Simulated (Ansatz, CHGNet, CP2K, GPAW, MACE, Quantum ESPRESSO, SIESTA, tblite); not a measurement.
## Generalised stacking fault on (110) of BePd (80 atoms) in SIESTA

How near does SIESTA come to plane waves for generalised stacking fault on (110) of BePd (80 atoms)?

Calculated with SIESTA 5.4.2; the method is named at each step.

In doubt: a PseudoDojo file used here is known to give poor structures and forces (step 2), which bears on pressures, cells, forces and phonons.

### Step 1. Starting point

The cell holds 80 atoms: 40 Be and 40 Pd. Cell: a = 5.626 Å, b = 7.956 Å, c = 19.925 Å, α = 90.0°, β = 86.6°, γ = 90.0°. It derives from BePd (CsCl-type). CsCl-type BePd (a = 2.813 Å), cell with z along [110], 2 x 2 x 5 periods; the third cell vector is tilted by 0.417 of [001] and lengthened by 0 Å, so the cell holds one fault; displaced by a Gaussian of 0.01 Å. Then every atom was moved at random, 0.02 Å r.m.s. a Cartesian component. The structure's axis is c.

The yardstick, on the same geometry:

| Property | Result |
| --- | --- |
| method | Kohn-Sham DFT, PBE, SSSP efficiency 1.3.0 pseudopotentials, plane waves (Quantum ESPRESSO 7.5); sssp-pbe-1.3.0-efficiency, cutoffs 45/360 Ry, Γ point |
| r.m.s. force component | 0.5609 eV/Å |
| longest force | 3.899 eV/Å |
| pressure | 7.709 GPa |
| time | 1.7 min on 4 MPI ranks of Arm Neoverse V2, shared host |
| CPU time | 6.9 min |

### Step 2. PBE, DZ, shift 0.01 Ry, mesh 300 Ry

Method: Kohn-Sham DFT, PBE, PseudoDojo 0.4.1 norm-conserving pseudopotentials (converted to PSML), numerical atomic orbitals (DZ), diagonalisation.

The .psml files are PseudoDojo norm-conserving potentials that we converted to this format, checked against plane waves on the same files for H, C, O, Si, Ge and Ca alone.

Contents of input.fdf:

```
SystemLabel cell
NumberOfAtoms 80
NumberOfSpecies 2
%block ChemicalSpeciesLabel
  1 4 Be
  2 46 Pd
%endblock ChemicalSpeciesLabel
LatticeConstant 1.0 Ang
%block LatticeVectors
  5.62600 0.00000 0.00000
  0.00000 7.95637 0.00000
  1.17206 0.00000 19.89091
%endblock LatticeVectors
PAO.BasisSize DZ
PAO.EnergyShift 0.01 Ry
XC.Functional GGA
XC.Authors PBE
MeshCutoff 300 Ry
%block kgrid_Monkhorst_Pack
  1 0 0 0.0
  0 1 0 0.0
  0 0 1 0.0
%endblock kgrid_Monkhorst_Pack
SolutionMethod diagon
OccupationFunction FD
ElectronicTemperature 580 K
SCF.Mixer.Method Pulay
SCF.Mixer.Weight 0.05
SCF.Mixer.History 8
SCF.Mix Hamiltonian
MaxSCFIterations 300
SCF.DM.Tolerance 1e-04
SCF.H.Tolerance 1.0e-3 eV
WriteForces T
Write.HirshfeldPop T
Write.VoronoiPop T
Write.DM F
Write.H F
XML.Write F
AtomicCoordinatesFormat Fractional
%block AtomicCoordinatesAndAtomicSpecies
  0.79230 0.00352 0.99740 1
  0.22919 0.99887 0.09767 2
  0.28400 0.00103 0.00262 1
  0.72948 0.00072 0.09973 2
  0.78461 0.50222 0.00211 1
  0.23785 0.49980 0.09758 2
  0.29063 0.50121 0.99804 1
  0.72945 0.50105 0.09885 2
  0.97842 0.24793 0.09737 1
  0.20074 0.24804 0.19959 2
  0.47152 0.24995 0.10022 1
  0.70945 0.25168 0.19846 2
  0.95766 0.00419 0.19812 1
  0.19305 0.00068 0.29853 2
  0.46078 0.99567 0.20029 1
  0.68687 0.99800 0.30021 2
  0.97698 0.75005 0.10010 1
  0.21267 0.75074 0.20146 2
  0.47895 0.75098 0.10032 1
  0.70568 0.75043 0.20137 2
  0.95636 0.49751 0.19944 1
  0.18561 0.50038 0.29865 2
  0.46852 0.50030 0.20128 1
  0.68606 0.49348 0.30008 2
  0.93612 0.25828 0.30040 1
  0.17362 0.25204 0.40071 2
  0.43886 0.24659 0.30063 1
  0.66973 0.24721 0.39994 2
  0.91490 0.99633 0.40038 1
  0.14835 0.00174 0.49728 2
  0.41393 0.99826 0.40180 1
  0.63948 0.99708 0.49979 2
  0.93715 0.75103 0.30156 1
  0.17303 0.75525 0.39908 2
  0.43993 0.74896 0.30105 1
  0.66818 0.74874 0.39914 2
  0.91539 0.50397 0.39847 1
  0.14706 0.50736 0.49801 2
  0.41837 0.50234 0.40044 1
  0.64805 0.49979 0.49858 2
  0.89889 0.25110 0.49789 1
  0.12822 0.25342 0.59941 2
  0.39080 0.24963 0.50002 1
  0.62252 0.24922 0.59967 2
  0.87851 0.99873 0.59940 1
  0.09880 0.99959 0.69991 2
  0.37874 0.99803 0.59909 1
  0.60734 0.00276 0.69917 2
  0.89679 0.74837 0.49994 1
  0.12468 0.74942 0.60003 2
  0.39574 0.74526 0.50012 1
  0.61650 0.75330 0.59854 2
  0.87582 0.50146 0.59968 1
  0.10444 0.50157 0.69810 2
  0.37609 0.50303 0.59880 1
  0.60673 0.49676 0.69959 2
[... 20 atom lines left out ...]
  0.80998 0.75022 0.89960 1
  0.04486 0.75189 0.00086 2
  0.31571 0.75440 0.89919 1
  0.54191 0.74907 0.99843 2
%endblock AtomicCoordinatesAndAtomicSpecies
```

Started as:

```console
> OMP_NUM_THREADS=1 mpirun -np 2 siesta < input.fdf > output.txt
```

Numbers of over 12 decimals in the logs are rounded to 6 here.

Output:

```text
Version         : 5.4.2
reinit: System Name:
reinit: System Label: cell
initatom: Reading input for the pseudopotentials and atomic orbitals ----------
Species number:   1 Atomic number:    4 Label: Be
Species number:   2 Atomic number:   46 Label: Pd
Ground state valence configuration (from tables):   2s02  2p00  3d00  4f00
Ground state valence configuration (from tables):   5s01  5p00  4d09  4f00
---- Processing specs for species: Be
GGA--PBE XC_GGA_X_PBE--XC_GGA_C_PBE pb
Semicore shell(s) with  2 electrons included in the valence for Be
---- Processing specs for species: Pd
GGA--PBE XC_GGA_X_PBE--XC_GGA_C_PBE pb
Semicore shell(s) with  8 electrons included in the valence for Pd
Semicore shell(s): 1s
Semicore shell(s): 4s 4p
Pd pseudopotential only contains V_ls up to l=2 -- lmxkb reset.
Using PAO.SplitTailNorm
%block ChemicalSpeciesLabel
    1    4 Be                      # Species index, atomic number, species label
    2   46 Pd                      # Species index, atomic number, species label
%endblock ChemicalSpeciesLabel
%block PAO.Basis                 # Define Basis set
Be                    2                    # Species label, number of l-shells
 n=1   0   1                         # n, l, Nzeta
   1.877
   1.000
 n=2   0   2                         # n, l, Nzeta
   7.595      5.618
   1.000      1.000
Pd                    4                    # Species label, number of l-shells
 n=4   0   1                         # n, l, Nzeta
   2.568
   1.000
 n=5   0   2                         # n, l, Nzeta
   7.504      5.540
   1.000      1.000
 n=4   1   1                         # n, l, Nzeta
   2.914
   1.000
 n=4   2   2                         # n, l, Nzeta
   4.908      3.224
   1.000      1.000
%endblock PAO.Basis
coor:   Atomic-coordinates input format  =     Fractional
siesta: System type = bulk
initatomlists: Number of atoms, orbitals, and projectors:     80   760  1040
siesta: ******************** Simulation parameters ****************************
Total number of electrons:   880.000000
Total ionic charge:   880.000000
 Kpoints in:            1 . Kpoints trimmed:            1
siesta: k-grid: Number of k-points = 1
siesta: k-points from Monkhorst-Pack grid
siesta: k-cutoff (effective) =     2.813 Ang
siesta: k-point supercell and displacements
siesta: k-grid:     1     0     0      0.000
siesta: k-grid:     0     1     0      0.000
siesta: k-grid:     0     0     1      0.000
                     ====================================
                        Single-point calculation
                     ====================================
outcell: Unit cell vectors (Ang):
        5.626000    0.000000    0.000000
        0.000000    7.956370    0.000000
        1.172060    0.000000   19.890910
outcell: Cell vector modules (Ang)   :    5.626000    7.956370   19.925412
outcell: Cell angles (23,13,12) (deg):     90.0000     86.6278     90.0000
outcell: Cell volume (Ang**3)        :    890.3676
Gamma-point calculation with interaction between periodic images
Gamma-point calculation with interaction between periodic images
Some features might not work optimally:
Some features might not work optimally:
e.g. DM initialization from atomic data
e.g. DM initialization from atomic data
new_DM -- step:     1
Initializing Density Matrix...
Attempting to read DM from file... Failed...
DM filled with atomic data:
InitMesh: MESH = 60 x 90 x 216 = 1166400
InitMesh: Mesh cutoff (required, used) =   300.000   315.435 Ry
stepf: Fermi-Dirac step function
        iscf     Eharris(eV)        E_KS(eV)     FreeEng(eV)     dDmax    Ef(eV) dHmax(eV)
   scf:    1  -161179.619648  -162426.896062  -162427.360407 20.079993 -5.222122  6.381061
   scf:    2  -162393.591108  -162419.722810  -162420.195083  1.492913 -5.268164 12.552912
   scf:    3  -162429.965814  -162431.044828  -162431.504878  1.302758 -5.304084  3.353596
   scf:    4  -162436.440942  -162434.276342  -162434.706204  1.306653 -5.452116  3.518505
   scf:    5  -162435.994501  -162435.555870  -162435.969041  0.776912 -5.506427  2.194341
   scf:    6  -162437.902626  -162437.123225  -162437.481833  1.417474 -5.677556  0.504400
[...]
scf:   25  -162437.156605  -162437.156571  -162437.529979  0.000250 -5.702707  0.000721
   scf:   26  -162437.156629  -162437.156600  -162437.529979  0.000155 -5.702701  0.000489
   scf:   27  -162437.156639  -162437.156620  -162437.529979  0.000099 -5.702698  0.000373
SCF Convergence by DM+H criterion
max |DM_out - DM_in|         :     0.0000988143
max |H_out - H_in|      (eV) :     0.0003733215
SCF cycle converged after 27 iterations
Using DM_out to compute the final energy and forces
siesta: E_KS(eV) =          -162437.1566
siesta: E_KS - E_eggbox =   -162437.1566
siesta: Atomic forces (eV/Ang):
     1    0.126316   -0.337047   -1.876271
     2   -0.354087   -0.185923    4.622231
     3    1.094288    0.047671   -5.199468
     4   -0.283895    0.158135    1.824103
     5    0.939706    0.141943   -3.706690
     6   -0.454959   -0.031655    2.568085
[...]
78   -0.241000    0.193547   -2.513342
    79   -0.372978   -0.516063   -0.412686
    80    0.434921    0.351225   -1.962950
----------------------------------------
   Tot   -0.005922   -0.018643   -0.001935
----------------------------------------
   Max    5.199468
   Res    0.831174    sqrt( Sum f_i^2 / 3N )
----------------------------------------
   Max    5.199468    constrained
Stress tensor Voigt[x,y,z,yz,xz,xy] (kbar):     -417.15      -34.64      -98.73       -0.18       15.26       -1.29
(Free)E + p*V (eV/cell)  -162335.5510
Target enthalpy (eV/cell)  -162437.5300
siesta: Program's energy decomposition (eV):
siesta: Ebs     =    -34954.146423
siesta: Eions   =    212492.055782
siesta: Ena     =     24494.100993
siesta: Ekin    =     59224.134905
siesta: Enl     =     -8246.721562
siesta: DEna    =       373.378659
siesta: DUscf   =         3.128009
siesta: Ex      =    -24309.738070
siesta: Ec      =     -1483.383770
siesta: Exc     =    -25793.121840
siesta: Eharris =   -162437.156639
siesta: Etot    =   -162437.156620
siesta: FreeEng =   -162437.529979
siesta: Final energy (eV):
siesta:  Band Struct. =  -34954.146423
siesta:       Kinetic =   59224.134905
siesta:       Hartree =   35782.620593
siesta:         Exch. =  -24309.738070
siesta:         Corr. =   -1483.383770
siesta:   Exch.-corr. =  -25793.121840
siesta:  Ion-electron = -143117.964754
siesta:       Ion-ion =  -88532.825524
siesta:         Total = -162437.156620
siesta:         Fermi =      -5.702698
siesta: Stress tensor (static) (eV/Ang**3):
siesta:    -0.260366   -0.000805    0.009524
siesta:    -0.000805   -0.021621   -0.000113
siesta:     0.009524   -0.000113   -0.061620
siesta: Cell volume =        890.367607 Ang**3
siesta: Pressure (static):
siesta:                Solid            Molecule  Units
siesta:           0.00124745          0.00194458  Ry/Bohr**3
siesta:           0.11453582          0.17854327  eV/Ang**3
siesta:         183.50661663        286.05784846  kBar
    Orbital volume contribution        =          43.644095 eV
    (Free)E + p_basis*V_orbitals       =     -162393.885884 eV
    (Free)Eharris+ p_basis*V_orbitals  =     -162393.885904 eV
Hirshfeld Atomic Populations:
Atom #   charge [q] valence [e]  Species
     1    -0.018934    4.018934  Be
     2     0.021238   17.978762  Pd
     3    -0.018782    4.018782  Be
     4     0.026817   17.973183  Pd
     5    -0.019194    4.019194  Be
     6     0.025504   17.974496  Pd
     7    -0.020771    4.020771  Be
     8     0.022598   17.977402  Pd
     9    -0.017008    4.017008  Be
    10     0.016134   17.983866  Pd
    11    -0.019067    4.019067  Be
    12     0.019077   17.980923  Pd
[...]
--------------------
 Total    -0.000201
Voronoi Atomic Populations:
Atom #   charge [q] valence [e]  Species
[...]
75    -0.026136    4.026136  Be
    76     0.040288   17.959712  Pd
    77    -0.024887    4.024887  Be
    78     0.039975   17.960025  Pd
    79    -0.030465    4.030465  Be
    80     0.044032   17.955968  Pd
--------------------
 Total    -0.000200
```

The job ended after 70 s (2 MPI ranks of Arm Neoverse V2, shared host; peak memory 0.86 GiB; 2.3 min of CPU time).

Banners, paths, timers and routine set-up lines are dropped from the logs unmarked, and long logs keep their key lines alone; longer cuts are marked.

Against the reference:

```
r.m.s. force component                  : 0.8312 eV/Å
r.m.s. difference of force components   : 405.4 meV/Å
longest difference of force vectors     : 2607 meV/Å
force difference over r.m.s. force      : 72.28 %
slope of forces against the reference's : 1.337
correlation of force components         : 0.902
pressure                                : 18.35 GPa
pressure difference                     : 10.64 GPa
```

This is a coarse setting, run to see what it loses.

Length of the force difference by element (eV/Å):

```csv
element,atoms,mean,most
Be,40,0.36,1.4
Pd,40,0.61,2.6
```

A closer look about Pd16, picked at random: 15 atoms, nearest first, numbered in the order of the input, with positions taken from that point.

```csv
atom,x,y,z,distance (Å),bonds,Hirshfeld charge (e),Fx,Fy,Fz (eV/Å)
Pd16,0.00,0.00,0.00,0.00,14,0.02,0.28,0.21,0.25
Be33,1.41,-1.96,0.03,2.42,14,-0.02,0.22,0.05,-0.35
Be35,-1.39,-1.98,0.02,2.42,14,-0.02,0.00,-0.33,0.32
Be27,-1.39,1.98,0.01,2.42,14,-0.02,-0.19,0.17,-0.19
Be15,-1.39,-0.02,-1.99,2.42,14,-0.02,-0.04,0.17,0.24
Be29,1.40,-0.01,1.99,2.44,14,-0.02,0.18,0.06,0.18
Be31,-1.42,0.00,2.02,2.47,14,-0.03,0.59,0.09,-0.29
Be13,1.40,0.05,-2.03,2.47,14,-0.02,0.04,-0.40,0.70
Be25,1.40,2.07,0.00,2.50,14,-0.02,0.32,-0.52,0.15
Pd14,-2.78,0.02,-0.03,2.78,14,0.02,-0.26,0.37,0.11
Pd20,-0.01,-1.97,-1.97,2.78,14,0.02,0.41,-0.11,-0.10
Pd36,0.01,-1.98,1.97,2.79,14,0.03,0.05,-0.23,0.02
Pd28,0.02,1.98,1.98,2.80,14,0.03,-0.02,-0.07,0.22
Pd14,2.85,0.02,-0.03,2.85,14,0.02,-0.26,0.37,0.11
Pd12,0.01,2.02,-2.02,2.86,14,0.02,-0.48,0.01,0.47
```

Forces lie 72 % from the reference's, at 0.34 times its CPU time (on 2 against 4 cores).

### Step 3. PBE, DZP, shift 0.01 Ry, mesh 300 Ry

Method: Kohn-Sham DFT, PBE, PseudoDojo 0.4.1 norm-conserving pseudopotentials (converted to PSML), numerical atomic orbitals (DZP), diagonalisation.

Changes to input.fdf since step 2:

```diff
@@ -13,3 +13,3 @@
 %endblock LatticeVectors
-PAO.BasisSize DZ
+PAO.BasisSize DZP
 PAO.EnergyShift 0.01 Ry
```

Output:

```text
Version         : 5.4.2
reinit: System Name:
reinit: System Label: cell
initatom: Reading input for the pseudopotentials and atomic orbitals ----------
Species number:   1 Atomic number:    4 Label: Be
Species number:   2 Atomic number:   46 Label: Pd
Ground state valence configuration (from tables):   2s02  2p00  3d00  4f00
[... lines left out ...]
SPLIT: PAO cut-off radius determined from an
SPLIT: energy shift=  0.010000 Ry
Split based on tail norm
   izeta = 1
                 lambda =    1.000000
                     rc =    7.595182
                 energy =   -0.253124
                kinetic =    0.460243
    potential(screened) =   -0.713367
       potential(ionic) =   -3.069244
   izeta = 2
                 rmatch =    5.618426
              splitnorm =    0.150000
                 energy =   -0.129405
                kinetic =    0.771048
    potential(screened) =   -0.900453
       potential(ionic) =   -3.564573
POLgen: Perturbative polarization orbital with L=  1
POLgen: Polarization orbital for state 2s
 POLARIZATION: Iteration to find the polarization
 orbital has failed !!!!!!!!!
 Please try with a Rc no bigger than    1.019249       Bohr
 ... or try the non-perturbative options (see manual)
Generation of polarization orbital failed
Stopping Program from Node:    0
Generation of polarization orbital failed
Stopping Program from Node:    0
```

Elapsed: 0.67 s, on 2 MPI ranks; peak memory 0.2 GiB.

The program stopped at the start. Reason given: Generation of polarization orbital failed Stopping Program from Node:    0.

Further runs of this program without a result: SIESTA PBE, DZP, shift 0.002 Ry, mesh 300 Ry (stopped at the start); SIESTA PBE, DZP, shift 0.01 Ry, mesh 700 Ry (stopped at the start).

### Step 4. Results

```yaml
force_difference_from_the_reference: SIESTA PBE, DZ, shift 0.01 Ry, mesh 300 Ry (coarse), 72 %
its_cpu_time: 2.3 min
```

What this shows: Runs with settings chosen to be coarse differ by 72 % (SIESTA PBE, DZ, shift 0.01 Ry, mesh 300 Ry), their programs' other errors included. One electronic-structure run takes under half the reference's CPU time: SIESTA PBE, DZ, shift 0.01 Ry, mesh 300 Ry, at 72 % in 2.3 min against 6.9 min, too far off to be of use; its pressure misses by +10.6 GPa. In pressure, SIESTA PBE, DZ, shift 0.01 Ry, mesh 300 Ry misses by +10.6 GPa, at the same functional. The reference's pressure holds the uncorrected Pulay stress of its 45 Ry basis, so small pressure differences, and their order, may be the reference's own error. A potential file of the SIESTA runs is in doubt, which bears on their forces and pressure. The cell is under 6 Å thick along one periodic direction, so every atom has periodic images of itself close by, which move with it and show among its neighbours and in g(r). The reference's stress is far from hydrostatic: its diagonal is 14.9, 0.3, 8.0 GPa, compression counted positive. The host structure and its lattice constant were typed by rule, without a check against the phase diagram. The reference's pressure of 7.7 GPa says that the cell would expand at this level of theory. The electronic-structure runs sample only Γ, in a cell whose shortest periodic width is 6 Å, which is coarse for a cell with partly filled levels.

[Also dropped from logs without a mark: logging warnings of Python, and SIESTA's first energy breakdown and zero terms.]

[Logs are printed without paths, hosts, clocks, repeated set-up lines and the standing remarks that a program may print on its own settings, such as how far it seeks lower states.]

[Hosts, paths, dates, database ids (printed as entryN), source tags and the programs' standing remarks are cut or masked in the printed files.]
